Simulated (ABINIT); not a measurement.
# BP (F-43m) in ABINIT: further runs

The runs below take BP through single point, relaxation of cell and atoms, with PBEsol, LDA.

Everything below comes from runs of ABINIT 10.8.3 (patched build). Logs are shortened: lines on timing, memory, paths and dates and some standing lists are left out, and cuts for length are marked. The log counts tension as positive stress, the text compression.

## (1) Starting point

It takes space group F-43m (No. 216, cubic). Conventional cell: a = 4.538 Å, b = 4.538 Å, c = 4.538 Å, α = 90.00°, β = 90.00°, γ = 90.00°. P (site symmetry -43m) has 4 B at 1.97 Å as nearest neighbours. B (site symmetry -43m) is surrounded by 4 P at 1.97 Å.

## (2) Single point, PBEsol

The input, run.abi:

```
# Pseudopotentials
pp_dirpath "./"
pseudos "P.upf, B.upf"

# Structure
acell 6.0638487579 6.0638487579 6.0638487579
rprim
     0.0000000000     0.7071067812     0.7071067812
     0.7071067812     0.0000000000     0.7071067812
     0.7071067812     0.7071067812     0.0000000000
ntypat 2
znucl 15 5
natom 2
typat 1 2
xred
     0.7500000000     0.7500000000     0.7500000000
     0.0000000000     0.0000000000     0.0000000000

# Plane-wave basis
ecut 34.0

# k points
kptopt 1
ngkpt 8 8 8
nshiftk 1
shiftk 0.0 0.0 0.0

# Exchange and correlation
ixc -116133

# Bands and occupations
nband 8
occopt 3
tsmear 0.05 eV

# SCF cycle
nstep 100
tolvrs 1.0e-10

# Output
iomode 3
prtwf 0
prtden 0
prteig 0
prtebands 0
```

Potentials or basis: PseudoDojo NC SR PBEsol v0.4.1 standard.

Started as:

```bash
$ abinit run.abi > log 2>&1
```

run.abo:

```text
.Version 10.8.3 of ABINIT
 Symmetries : space group F-4 3 m (#216); Bravais cF (face-center cubic)
================================================================================
 Values of the parameters that define the memory need of the present run
     intxc =       0    ionmov =       0      iscf =       7    lmnmax =       6
     lnmax =       6     mgfft =      32  mpssoang =       3    mqgrid =    3001
     natom =       2  nloc_mem =       1    nspden =       1   nspinor =       1
    nsppol =       1      nsym =      24    n1xccc =    2501    ntypat =       2
    occopt =       3   xclevel =       2
       mpw =        1506          nfft =       32768          nkpt =          29
================================================================================
================================================================================

--------------------------------------------------------------------------------
------------- Echo of variables that govern the present computation ------------
--------------------------------------------------------------------------------
 -outvars: echo values of preprocessed input variables --------
            acell      6.0638487579E+00  6.0638487579E+00  6.0638487579E+00 Bohr
              amu      3.09737620E+01  1.08110000E+01
             ecut      3.40000000E+01 Hartree
              ixc     -116133
         kptrlatt        8    0    0      0    8    0      0    0    8
          kptrlen      4.85107901E+01
            natom           2
            nband           8
            ngfft          32      32      32
             nkpt          29
            nstep         100
             nsym          24
           ntypat           2
           occopt           3
           prtden           0
        prtebands           0
           prteig           0
            prtwf           0
            rprim      0.0000000000E+00  7.0710678120E-01  7.0710678120E-01
                       7.0710678120E-01  0.0000000000E+00  7.0710678120E-01
                       7.0710678120E-01  7.0710678120E-01  0.0000000000E+00
          spgroup         216
           tolvrs      1.00000000E-10
           tsmear      1.83746611E-03 Hartree
            typat      1  2
           xangst      3.4034999978E+00  3.4034999978E+00  3.4034999978E+00
                       0.0000000000E+00  0.0000000000E+00  0.0000000000E+00
            xcart      6.4316828653E+00  6.4316828653E+00  6.4316828653E+00
                       0.0000000000E+00  0.0000000000E+00  0.0000000000E+00
             xred      7.5000000000E-01  7.5000000000E-01  7.5000000000E-01
                       0.0000000000E+00  0.0000000000E+00  0.0000000000E+00
            znucl       15.00000    5.00000

================================================================================

 chkinp: Checking input parameters for consistency.

================================================================================
== DATASET  1 ==================================================================

--- !DatasetInfo
iteration_state: {dtset: 1, }
dimensions: {natom: 2, nkpt: 29, mband: 8, nsppol: 1, nspinor: 1, nspden: 1, mpw: 1506, }
cutoff_energies: {ecut:  34.0, pawecutdg:  -1.0, }
electrons: {nelect:   8.00000000E+00, charge:   0.00000000E+00, occopt:   3.00000000E+00, tsmear:   1.83746611E-03, }
meta: {optdriver: 0, ionmov: 0, optcell: 0, iscf: 7, paral_kgb: 0, }
...

 Real(R)+Recip(G) space primitive vectors, cartesian coordinates (Bohr,Bohr^-1):
 R(1)=  0.0000000  4.2877886  4.2877886  G(1)= -0.1166102  0.1166102  0.1166102
 R(2)=  4.2877886  0.0000000  4.2877886  G(2)=  0.1166102 -0.1166102  0.1166102
 R(3)=  4.2877886  4.2877886  0.0000000  G(3)=  0.1166102  0.1166102 -0.1166102
 Unit cell volume ucvol=  1.5766311E+02 bohr^3
 Angles (23,13,12)=  6.00000000E+01  6.00000000E+01  6.00000000E+01 degrees

 getcut: wavevector=  0.0000  0.0000  0.0000  ngfft=  32  32  32
         ecut(hartree)=     34.000   => boxcut(ratio)=   2.01047

--- Pseudopotential description ------------------------------------------------
- pspini: atom type   1  psp file is ./P.upf
12 -116133 2 -1 1298                          pspcod,pspxc,lmax,lloc,mmax
     nproj     2     2     2

- pspini: atom type   2  psp file is ./B.upf
12 -116133 1 -1 1534                          pspcod,pspxc,lmax,lloc,mmax
     nproj     2     2     0

   8.41100339E+01                                ecore*ucvol(ha*bohr**3)
--------------------------------------------------------------------------------

================================================================================

--- !BeginCycle
iteration_state: {dtset: 1, }
solver: {iscf: 7, nstep: 100, nline: 4, wfoptalg: 0, }
tolerances: {tolvrs: 1.00E-10, }
...

     iter   Etot(hartree)      deltaE(h)  residm     vres2
 ETOT  1  -9.8628898503063    -9.863E+00 6.250E-02 9.457E+01
 ETOT  2  -9.8856962472641    -2.281E-02 1.063E-02 1.743E+01
 ETOT  3  -9.8899452150564    -4.249E-03 1.745E-03 1.917E-01
 ETOT  4  -9.8899817320941    -3.652E-05 2.345E-03 1.704E-03
 ETOT  5  -9.8899818505097    -1.184E-07 2.030E-04 1.480E-05
 ETOT  6  -9.8899818518548    -1.345E-09 3.123E-04 1.883E-07
 ETOT  7  -9.8899818518786    -2.374E-11 2.548E-05 6.405E-09
 ETOT  8  -9.8899818518793    -7.336E-13 4.006E-05 1.907E-11

 At SCF step    8       vres2   =  1.91E-11 < tolvrs=  1.00E-10 =>converged.

 Cartesian components of stress tensor (hartree/bohr^3)
  sigma(1 1)=  6.71961686E-05  sigma(3 2)=  0.00000000E+00
  sigma(2 2)=  6.71961686E-05  sigma(3 1)=  0.00000000E+00
  sigma(3 3)=  6.71961686E-05  sigma(2 1)=  0.00000000E+00

--- !ResultsGS
iteration_state: {dtset: 1, }
comment   : Summary of ground state results
lattice_vectors:
- [  0.0000000,   4.2877886,   4.2877886, ]
- [  4.2877886,   0.0000000,   4.2877886, ]
- [  4.2877886,   4.2877886,   0.0000000, ]
lattice_lengths: [   6.06385,    6.06385,    6.06385, ]
lattice_angles: [ 60.000,  60.000,  60.000, ] # degrees, (23, 13, 12)
lattice_volume:   1.5766311E+02
convergence: {deltae: -7.336E-13, res2:  1.907E-11, residm:  4.006E-05, diffor: null, }
etotal    :  -9.88998185E+00
entropy   :   0.00000000E+00
fermie    :   2.92388428E-01
cartesian_stress_tensor: # hartree/bohr^3
- [  6.71961686E-05,   0.00000000E+00,   0.00000000E+00, ]
- [  0.00000000E+00,   6.71961686E-05,   0.00000000E+00, ]
- [  0.00000000E+00,   0.00000000E+00,   6.71961686E-05, ]
pressure_GPa:  -1.9770E+00
xred      :
- [  7.5000E-01,   7.5000E-01,   7.5000E-01,  P]
- [  0.0000E+00,   0.0000E+00,   0.0000E+00,  B]
cartesian_forces: # hartree/bohr
- [ -0.00000000E+00,  -0.00000000E+00,  -0.00000000E+00, ]
- [ -0.00000000E+00,  -0.00000000E+00,  -0.00000000E+00, ]
force_length_stats: {min:   0.00000000E+00, max:   0.00000000E+00, mean:   0.00000000E+00, }
...

 Integrated electronic density in atomic spheres:
 ------------------------------------------------
 Atom  Sphere_radius  Integrated_density
    1        2.00000          2.91682968
    2        2.00000          2.69413599
================================================================================

 ----iterations are completed or convergence reached----

 Mean square residual over all n,k,spin=   23.135E-08; max=  40.064E-06
 reduced coordinates (array xred) for    2 atoms
       0.750000000000      0.750000000000      0.750000000000
       0.000000000000      0.000000000000      0.000000000000
 rms dE/dt=  0.0000E+00; max dE/dt=  0.0000E+00; dE/dt below (all hartree)
    1       0.000000000000      0.000000000000      0.000000000000
    2       0.000000000000      0.000000000000      0.000000000000

 cartesian coordinates (angstrom) at end:
    1      3.40349999777549     3.40349999777549     3.40349999777549
    2      0.00000000000000     0.00000000000000     0.00000000000000

 cartesian forces (hartree/bohr) at end:
    1     -0.00000000000000    -0.00000000000000    -0.00000000000000
    2     -0.00000000000000    -0.00000000000000    -0.00000000000000
 frms,max,avg= 0.0000000E+00 0.0000000E+00   0.000E+00  0.000E+00  0.000E+00 h/b

 cartesian forces (eV/Angstrom) at end:
    1     -0.00000000000000    -0.00000000000000    -0.00000000000000
    2     -0.00000000000000    -0.00000000000000    -0.00000000000000
 frms,max,avg= 0.0000000E+00 0.0000000E+00   0.000E+00  0.000E+00  0.000E+00 e/A
 length scales=  6.063848757900  6.063848757900  6.063848757900 bohr
              =  3.208850570866  3.208850570866  3.208850570866 angstroms
 Fermi (or HOMO) energy (hartree) =   0.29239   Average Vxc (hartree)=  -0.40477
 Eigenvalues (hartree) for nkpt=  29  k points:
 kpt#   1, nband=  8, wtk=  0.00195, kpt=  0.0000  0.0000  0.0000 (reduced coord)
  -0.29781    0.27167    0.27167    0.27167    0.39512    0.39512    0.39512    0.54088
      occupation numbers for kpt#   1
   2.00000    1.99997    1.99997    1.99997    0.00000    0.00000    0.00000    0.00000
 prteigrs : prtvol=0 or 1, do not print more k-points.

--- !EnergyTerms
iteration_state     : {dtset: 1, }
comment             : Components of total free energy in Hartree
kinetic             :  4.62642695231115E+00
hartree             :  6.18537891310918E-01
xc                  : -3.30133910636198E+00
Ewald energy        : -1.04916197705548E+01
psp_core            :  5.33479485187170E-01
local_psp           : -2.95840566582086E+00
non_local_psp       :  1.08293836902183E+00
internal            : -9.88998184490662E+00
'-kT*entropy'       : -6.97269427917521E-09
total_energy        : -9.88998185187932E+00
total_energy_eV     : -2.69120116137231E+02
band_energy         :  2.57120071690968E-01
...

 Cartesian components of stress tensor (hartree/bohr^3)
  sigma(1 1)=  6.71961686E-05  sigma(3 2)=  0.00000000E+00
  sigma(2 2)=  6.71961686E-05  sigma(3 1)=  0.00000000E+00
  sigma(3 3)=  6.71961686E-05  sigma(2 1)=  0.00000000E+00

-Cartesian components of stress tensor (GPa)         [Pressure= -1.9770E+00 GPa]
- sigma(1 1)=  1.97697954E+00  sigma(3 2)=  0.00000000E+00
- sigma(2 2)=  1.97697954E+00  sigma(3 1)=  0.00000000E+00
- sigma(3 3)=  1.97697954E+00  sigma(2 1)=  0.00000000E+00

== END DATASET(S) ==============================================================
================================================================================

 -outvars: echo values of variables after computation  --------
            acell      6.0638487579E+00  6.0638487579E+00  6.0638487579E+00 Bohr
           etotal     -9.8899818519E+00
            fcart     -0.0000000000E+00 -0.0000000000E+00 -0.0000000000E+00
                      -0.0000000000E+00 -0.0000000000E+00 -0.0000000000E+00
            rprim      0.0000000000E+00  7.0710678120E-01  7.0710678120E-01
                       7.0710678120E-01  0.0000000000E+00  7.0710678120E-01
                       7.0710678120E-01  7.0710678120E-01  0.0000000000E+00
           strten      6.7196168613E-05  6.7196168613E-05  6.7196168613E-05
                       0.0000000000E+00  0.0000000000E+00  0.0000000000E+00
           xangst      3.4034999978E+00  3.4034999978E+00  3.4034999978E+00
                       0.0000000000E+00  0.0000000000E+00  0.0000000000E+00
             xred      7.5000000000E-01  7.5000000000E-01  7.5000000000E-01
                       0.0000000000E+00  0.0000000000E+00  0.0000000000E+00
 Calculation completed.
```

It took 8.7 s on 1 thread of Arm Neoverse V1, shared host; peak memory 0.06 GiB.

Results:

* Free energy: -269.1201 eV
* Pressure: -2.0 GPa
* Band gap on the k mesh: 1.17 eV, indirect (least direct gap 3.36 eV)
* Valence electrons inside the program's atomic spheres: P 2.92; B 2.69

Levels at points of the mesh, in eV from the valence-band top:
| k point | band 1 | band 2 | band 3 | band 4 | band 5 | band 6 | band 7 | band 8 |
| --- | --- | --- | --- | --- | --- | --- | --- | --- |
| (0.00, 0.00, 0.00) | -15.50 | 0.00 | 0.00 | 0.00 | 3.36 | 3.36 | 3.36 | 7.33 |
| (0.50, 0.00, 0.00) | -12.15 | -9.09 | -1.76 | -1.76 | 3.72 | 4.65 | 4.65 | 9.94 |
| (0.50, 0.50, 0.00) | -10.62 | -8.60 | -4.14 | -4.14 | 1.23 | 1.52 | 12.03 | 12.03 |

A k mesh can miss the band edges. PBEsol gaps usually lie below the measured ones, often by a third to a half.

## (3) Single point, LDA

Changes to run.abi since step 2:

```diff
@@ -2,6 +2,6 @@
 pp_dirpath "./"
-pseudos "P.upf, B.upf"
+pseudos "P.hgh, B.hgh"
 
 # Structure
-acell 6.0638487579 6.0638487579 6.0638487579
+acell 3.208850573 3.208850573 3.208850573 Angstrom
 rprim
@@ -19,3 +19,3 @@
 # Plane-wave basis
-ecut 34.0
+ecut 24.0
 
@@ -28,3 +28,3 @@
 # Exchange and correlation
-ixc -116133
+ixc 7
 
@@ -45 +45,2 @@
 prtebands 0
+enunit 1
```

Potentials or basis: HGH LDA.

Started as:

```bash
$ abinit run.abi > log 2>&1
```

It took 3.9 s on 1 thread of Intel Xeon Platinum 8488C (Sapphire Rapids), shared host; peak memory 0.06 GiB.

Results (log left out):

```yaml
Free_energy: -258.6694 eV
Band_gap_on_the_k_mesh: 1.23 eV, indirect (least direct gap 3.39 eV)
Valence_electrons_inside_the_program's_atomic_spheres: P 2.93; B 2.70
```

Levels at points of the mesh, in eV from the valence-band top:
```tsv
k point	band 1	band 2	band 3	band 4	band 5	band 6	band 7	band 8
(0.00, 0.00, 0.00)	-15.39	0.00	0.00	0.00	3.39	3.39	3.39	7.28
(0.50, 0.00, 0.00)	-12.06	-9.00	-1.74	-1.74	3.75	4.69	4.69	9.95
(0.50, 0.50, 0.00)	-10.56	-8.47	-4.09	-4.09	1.33	1.56	11.94	11.94
```

Caveat: the cutoff is too short for stress, so the log's stress isn't used; HGH potentials are hard and often keep d shells in the core, so these values are rough. A k mesh can miss the band edges.

(Continued in part 2 of 2.)
